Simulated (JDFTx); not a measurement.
Crystal: MoP.

```
CELL_PARAMETERS angstrom
3.22300 0.00000 0.00000
-1.61150 2.79120 0.00000
0.00000 0.00000 3.19100
ATOMIC_POSITIONS crystal
Mo 0.00000 0.00000 0.00000
P 0.33333 0.66667 0.50000
```

A run of JDFTx 1.7.0 (patched build) on this cell left the log below. Logs are shortened: lines on timing, memory, paths and dates and some standing lists are left out, and cuts for length are marked.

```text
*************** JDFTx 1.7.0 (patched build) ***************

Input parsed successfully to the following command list (including defaults):
[... the input with its defaults ...]

---------- Setting up symmetries ----------

Found 24 point-group symmetries of the bravais lattice
Found 12 space-group symmetries with basis
Applied RMS atom displacement 1.7582e-10 bohrs to make symmetries exact.

---------- Initializing the Grid ----------
R =
[      6.09059     -3.04529            0  ]
[            0       5.2746            0  ]
[            0            0      6.03012  ]
unit cell volume = 193.72
G =
[    1.03162   0.595607         -0  ]
[          0    1.19121          0  ]
[          0         -0    1.04197  ]
Minimum fftbox size, Smin = [  52  52  52  ]
Chosen fftbox size, S = [  54  54  54  ]

---------- Initializing tighter grid for wavefunction operations ----------
R =
[      6.09059     -3.04529            0  ]
[            0       5.2746            0  ]
[            0            0      6.03012  ]
unit cell volume = 193.72
G =
[    1.03162   0.595607         -0  ]
[          0    1.19121          0  ]
[          0         -0    1.04197  ]
Minimum fftbox size, Smin = [  36  36  36  ]
Chosen fftbox size, S = [  36  36  36  ]

---------- Exchange Correlation functional ----------
Initalized PBE GGA exchange.
Initalized PBE GGA correlation.

---------- Setting up pseudopotentials ----------
Width of ionic core gaussian charges (only for fluid interactions / plotting) set to 0

Reading pseudopotential file 'pseudo/Mo.upf':
  'Mo' pseudopotential, 'PBE' functional
  Generated using ONCVPSP code by D. R. Hamann
  14 valence electrons, 4 orbitals, 6 projectors, 1001 radial grid points, with lMax = 2
    4S    l: 0   occupation:  2.0   eigenvalue: -2.364714
    4P    l: 1   occupation:  6.0   eigenvalue: -1.414320
    4D    l: 2   occupation:  5.0   eigenvalue: -0.137921
    5S    l: 0   occupation:  1.0   eigenvalue: -0.150182
  Core radius for overlap checks: 1.35 bohrs.

[... 41 lines left out ...]
LCAOMinimize: Converged (|Delta F|<1.000000e-06 for 2 iters).

-------- Electronic minimization -----------
Will mix electronic density at each iteration.
	FillingsUpdate:  mu: +0.672747969  nElectrons: 19.000000
	FillingsUpdate:  mu: +0.657852670  nElectrons: 19.000000
SCF: Cycle:  0   F: -75.119187875509766   dF: -9.167e-02   |Residual|: 8.475e-02   |deigs|: 1.325e-01
	FillingsUpdate:  mu: +0.640590326  nElectrons: 19.000000
SCF: Cycle:  1   F: -75.127574845158037   dF: -8.387e-03   |Residual|: 3.511e-02   |deigs|: 1.796e-02
	FillingsUpdate:  mu: +0.640736698  nElectrons: 19.000000
SCF: Cycle:  2   F: -75.127969890075505   dF: -3.950e-04   |Residual|: 1.594e-02   |deigs|: 1.469e-03
	FillingsUpdate:  mu: +0.639429120  nElectrons: 19.000000
SCF: Cycle:  3   F: -75.128013272336787   dF: -4.338e-05   |Residual|: 2.688e-03   |deigs|: 1.657e-03
	FillingsUpdate:  mu: +0.639716728  nElectrons: 19.000000
SCF: Cycle:  4   F: -75.128015168165760   dF: -1.896e-06   |Residual|: 5.077e-04   |deigs|: 3.679e-04
	FillingsUpdate:  mu: +0.639644500  nElectrons: 19.000000
SCF: Cycle:  5   F: -75.128015745579575   dF: -5.774e-07   |Residual|: 1.586e-04   |deigs|: 8.297e-05
	FillingsUpdate:  mu: +0.639638193  nElectrons: 19.000000
SCF: Cycle:  6   F: -75.128015818954736   dF: -7.338e-08   |Residual|: 2.742e-05   |deigs|: 3.076e-05
	FillingsUpdate:  mu: +0.639641090  nElectrons: 19.000000
SCF: Cycle:  7   F: -75.128015851221008   dF: -3.227e-08   |Residual|: 1.463e-05   |deigs|: 5.729e-05
	FillingsUpdate:  mu: +0.639641202  nElectrons: 19.000000
SCF: Cycle:  8   F: -75.128015858938880   dF: -7.718e-09   |Residual|: 9.815e-06   |deigs|: 2.908e-05
	FillingsUpdate:  mu: +0.639639828  nElectrons: 19.000000
SCF: Cycle:  9   F: -75.128015862355937   dF: -3.417e-09   |Residual|: 5.279e-06   |deigs|: 1.716e-05
	FillingsUpdate:  mu: +0.639640525  nElectrons: 19.000000
SCF: Cycle: 10   F: -75.128015863263798   dF: -9.079e-10   |Residual|: 3.609e-06   |deigs|: 1.341e-05
	FillingsUpdate:  mu: +0.639640366  nElectrons: 19.000000
SCF: Cycle: 11   F: -75.128015863648557   dF: -3.848e-10   |Residual|: 2.233e-06   |deigs|: 1.151e-05
SCF: Converged (|Delta E|<1.000000e-09 for 2 iters).

Setting wave functions to eigenvectors of Hamiltonian
Converging empty states (this may take a while): |deigs|: 1.018e-04

# Stress tensor in Cartesian coordinates [Eh/a0^3]:
[ -0.000101002            0            0  ]
[            0 -0.000101002            0  ]
[            0            0 -7.55459e-05  ]

# Ionic positions in lattice coordinates:
ion Mo  -0.000000000016667   0.000000000016667   0.000000000000000 1
ion P   0.333333333316667   0.666666666683333   0.500000000000000 1

# Forces in Cartesian coordinates:
force Mo   0.000000000000000  -0.000000000000000   0.000000000000000 1
force P   0.000000000000000  -0.000000000000000   0.000000000000000 1

# Energy components:
   Eewald =      -63.2088257882661111
       EH =       12.4362103616540800
     Eloc =      -48.6096855800011269
      Enl =        9.5586866470811582
      Exc =      -12.4742245310826778
 Exc_core =        2.1256783408290141
       KE =       25.0441462689183361
-------------------------------------
     Etot =      -75.1280142808673332
       TS =        0.0000015827812261
-------------------------------------
        F =      -75.1280158636485567

IonicMinimize: Iter:   0  F: -75.128015863648557  |grad|_K:  7.027e-36
IonicMinimize: Converged (|grad|_K<1.000000e-04).

#--- Lowdin population analysis ---
# oxidation-state Mo -0.010
# oxidation-state P +0.159

Dumping 'run.eigStats' ...
	eMin: -1.610301 at state 0 ( [ +0.000000 +0.000000 +0.000000 ] spin 0 )
	HOMO: +0.636877 at state 18 ( [ +0.000000 +0.300000 +0.375000 ] spin 0 )
	mu  : +0.639640
	LUMO: +0.639765 at state 10 ( [ +0.000000 +0.200000 +0.000000 ] spin 0 )
	eMax: +1.039147 at state 65 ( [ +0.300000 +0.300000 +0.000000 ] spin 0 )
	HOMO-LUMO gap: +0.002888
	Optical gap  : +0.031280 at state 65 ( [ +0.300000 +0.300000 +0.000000 ] spin 0 )
Done!
```

Task: Write the input and the command behind it.

Result: Single point with PBE, no spin polarisation. The files as run (others can give the same):

MoP.in
```
include MoP.lattice
coords-type Lattice
include MoP.ionpos

ion-species pseudo/Mo.upf
ion-species pseudo/P.upf
elec-cutoff 40 320
elec-ex-corr gga-PBE
kpoint-folding 10 10 8
elec-smearing Gauss 0.00020212127
elec-n-bands 15
electronic-SCF nIterations 100 energyDiffThreshold 1e-09
electronic-minimize nIterations 30 energyDiffThreshold 1e-7
converge-empty-states yes
forces-output-coords Cartesian

dump-name run.$VAR
dump End Ecomponents EigStats BandEigs Kpoints Forces Stress
```

MoP.lattice
```
lattice \
    6.0905872997    -3.0452936498     0.0000000000 \
    0.0000000000     5.2746033255     0.0000000000 \
    0.0000000000     0.0000000000     6.0301160637
```

MoP.ionpos
```
ion Mo     0.0000000000     0.0000000000     0.0000000000 1
ion P      0.3333333333     0.6666666667     0.5000000000 1
```

Potentials or basis: PseudoDojo-SR-PBE-0.5-standard with smoothed tails.
The run is started by
```bash
$ jdftx -c 1 -i MoP.in -o MoP.out
```
